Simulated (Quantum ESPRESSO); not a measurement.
**FeO in Quantum ESPRESSO: the effect of target pressure**

FeO:

```
CELL_PARAMETERS angstrom
1.51768 0.87623 2.51579
-1.51768 0.87623 2.51579
0.00000 -1.75247 2.51579
ATOMIC_POSITIONS crystal
Fe 0.00000 0.00000 0.00000
O 0.50000 0.50000 0.50000
```

Alike in all runs:

- Program: Quantum ESPRESSO 7.5
- Task: phonons
- Functional: PBEsol
- Potentials or basis: PseudoDojo 0.4.1 SR PBEsol standard
- Cutoff: 1225 eV
- Density cutoff: 4898 eV
- k mesh: 4 × 4 × 4, shifted
- Occupations: fermi-dirac, width 0.05 eV
- Spin: collinear spin, ferromagnetic start
- Starting moments: [3.0, 0.0] μB

Each run relaxes the cell or the atoms first.

Problem. One run gave: relaxed volume 9.11 Å³/atom; highest phonon frequency 349 cm⁻¹. Which target pressure did it use?
A. 20 GPa
B. 40 GPa
C. 10 GPa
D. 5 GPa
E. 0 GPa

Solution. C.

```tsv
target pressure	relaxed volume (Å³/atom)	highest phonon frequency (cm⁻¹)
0 GPa	9.52	305
5 GPa	9.31	328
10 GPa	9.11	349
20 GPa	8.78	386
40 GPa	8.22	456
```

Caveats: all runs use coarse meshes; the mesh is thin for the phonons of a metal; before the sum rule the acoustic modes lie tens of cm⁻¹ from zero, a sign that the density grid also shifts the optical modes; a cell with one magnetic atom can't hold antiferromagnetic order, which such compounds often take; the cell is more than 3 GPa from zero pressure, which shifts response properties (some runs); the volume moved by over 15 % at a fixed basis, so the end points are rough (some runs).

Runs at the PBE level aren't shown here.
